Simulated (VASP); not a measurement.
# Si (a cell with a defect): single point with PBEsol

Si (a cell with a defect):

```xyz
17
Lattice="0.0000 5.4300 5.4300 5.4300 0.0000 5.4300 5.4300 5.4300 0.0000" Properties=species:S:1:pos:R:3 pbc="T T T"
Si    0.1613    0.1638   -0.1825
Si    1.3927    1.3969    1.3907
Si    2.7901    2.7959    0.0815
Si    4.2429    4.2452    1.1664
Si    2.6748   -0.0159    2.7340
Si    4.0175    1.3965    4.0169
Si    5.3260    2.7954    2.6191
Si    6.7388    4.1079    4.1002
Si   -0.0212    2.6776    2.7338
Si    1.3920    4.0183    4.0172
Si    2.7903    5.3260    2.6182
Si    4.1028    6.7420    4.1001
Si    2.6749    2.6774    5.4301
Si    3.9959    3.9999    6.8426
Si    5.3475    5.3514    5.4909
Si    6.7387    6.7416    6.7356
Si    7.0134    7.0147    9.2538
```

The cell was built by a generator and needn't be a form met in nature.

```
Program             : VASP 6.6.1
Task                : single point
Functional          : PBEsol
Potentials or basis : VASP PAW PBE potentials, release 64 (Si)
Cutoff              : 520 eV
k mesh              : 2 × 2 × 2
Occupations         : fermi-dirac, width 0.05 eV
Spin                : no spin polarisation
```

- Pressure: 3.1 GPa
- Largest force: 0.342 eV/Å
- Band gap on the k mesh: none (metal or under the smearing width)

Forces in eV/Å, atoms in the order of the input:
```
Si  -0.097 -0.094  0.098
Si   0.001  0.000 -0.042
Si  -0.014 -0.018 -0.127
Si  -0.061 -0.062  0.058
Si   0.015  0.038 -0.017
Si   0.043 -0.003 -0.003
Si   0.131 -0.013  0.013
Si   0.014  0.052 -0.018
Si   0.039  0.015 -0.017
Si  -0.002  0.045 -0.002
Si  -0.012  0.134  0.015
Si   0.053  0.012 -0.017
Si   0.016  0.017 -0.040
Si   0.028  0.029 -0.024
Si   0.027  0.027 -0.028
Si   0.013  0.014 -0.054
Si  -0.194 -0.193  0.205
```

Stress tensor (GPa, compression positive):
```
 3.06 -0.23  0.22
-0.23  3.05  0.22
 0.22  0.22  3.07
```

Levels at points of the mesh, in eV from the Fermi level:
```
           k point  band 31  band 32  band 33  band 34  band 35  band 36  band 37  band 38
(0.00, 0.00, 0.00)    -0.82    -0.71    -0.71    -0.46    -0.09    -0.09     0.10     0.10
(0.50, 0.00, 0.00)    -1.37    -1.34    -1.09    -0.15     0.21     0.79     0.79     0.91
(0.00, 0.50, 0.00)    -1.37    -1.34    -1.08    -0.15     0.21     0.79     0.80     0.91
(0.00, 0.00, 0.50)    -1.45    -1.29    -1.29    -0.32     0.41     0.42     1.06     1.07
(0.50, 0.50, 0.50)    -1.37    -1.34    -1.08    -0.15     0.21     0.79     0.80     0.91
(0.50, 0.50, 0.00)    -1.90    -1.75    -0.86     0.03     0.54     1.14     1.28     1.29
(0.00, 0.50, 0.50)    -1.90    -1.75    -0.86     0.03     0.54     1.14     1.28     1.29
(0.50, 0.00, 0.50)    -1.90    -1.75    -0.86     0.03     0.54     1.15     1.28     1.28
```

Run time: 3.4 min on 1 thread of AMD EPYC 9R45 (Zen 5) (shared host), peak memory 0.43 GiB.

Caveat: the k mesh is coarse (spacing up to 0.50 Å⁻¹), so the values aren't converged; the PAW data sets were made with another functional, which shifts forces and pressure a little.
